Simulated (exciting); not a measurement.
**Na: equation of state with PBE**

Na:

```
Na
1.0
     3.70832    0.00000    0.00000
    -1.23611    3.49624    0.00000
    -1.23611   -1.74812    3.02783
Na
1
Direct
  0.00000 0.00000 0.00000
```

```json
{"Program": "exciting (release sodium)", "Task": "equation of state", "Functional": "PBE", "Potentials or basis": "all-electron LAPW+lo, shipped species files, valence relativity iora*", "rgkmax": "7.5", "k mesh": "9 × 9 × 9", "Occupations": "methfessel-paxton, width 0.1 eV", "Spin": "no spin polarisation"}
```

```yaml
Equilibrium_volume: 37.07 Å³/atom
Bulk_modulus: 8.3 GPa
Pressure_derivative_of_the_bulk_modulus: "4.9 (rough: it moves with the points fitted)"
```

Energy against volume, from the lowest point:
| volume (Å³/atom) | energy (meV/atom) |
| --- | --- |
| 36.901 | 0.00 |
| 37.686 | 0.22 |
| 38.471 | 1.30 |
| 39.256 | 3.03 |
| 40.041 | 5.16 |
| 40.827 | 8.31 |
| 41.612 | 11.48 |
